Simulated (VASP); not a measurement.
Here is a VASP 6.6.1 calculation.

File INCAR:

```
SYSTEM = CoO
  ALGO = Normal
  EDIFF = 1E-7
  ENCUT = 520
  GGA = PE
  ISIF = 2
  ISMEAR = -1
  ISPIN = 2
  LASPH = .True.
  LCHARG = .False.
  LMAXMIX = 4
  LORBIT = 11
  LREAL = .False.
  LWAVE = .False.
  MAGMOM = 2 0
  NBANDS = 18
  NELM = 100
  PREC = Accurate
  SIGMA = 0.05
```

The input KPOINTS:

```
k-points
0
Gamma
  11 11 11
  0 0 0
```

Contents of POSCAR:

```
CoO
1.0
    1.5054695445      0.8691832468      2.4399269062
   -1.5054695445      0.8691832468      2.4399269062
    0.0000000000     -1.7383664936      2.4399269062
Co O
1 1
Direct
   -0.0031710000      0.0001870000      0.0063720000
    0.4702160000      0.5156830000      0.5098730000
```

Potentials or basis: VASP PAW PBE potentials, release 64 (Co, O).

The run is started by

```sh
$ cat potpaw_PBE.64/Co/POTCAR potpaw_PBE.64/O/POTCAR > POTCAR
$ mpirun -np 1 vasp_std > vasp.out
```

Problem. Predict the band gap on the k mesh.

Solution. None (metal or under the smearing width).

Problem. What does it give for the net moment?

Solution. 2.88 μB per cell.

Forces on the atoms (eV/Å):
```
Co  -0.093 -0.019 -0.024
O    0.093  0.019  0.024
```

Caveat: a cell with one magnetic atom can't hold antiferromagnetic order, which such compounds often take; semilocal functionals often make such compounds metallic where correlation or magnetic order opens a gap, which also shifts bond lengths.
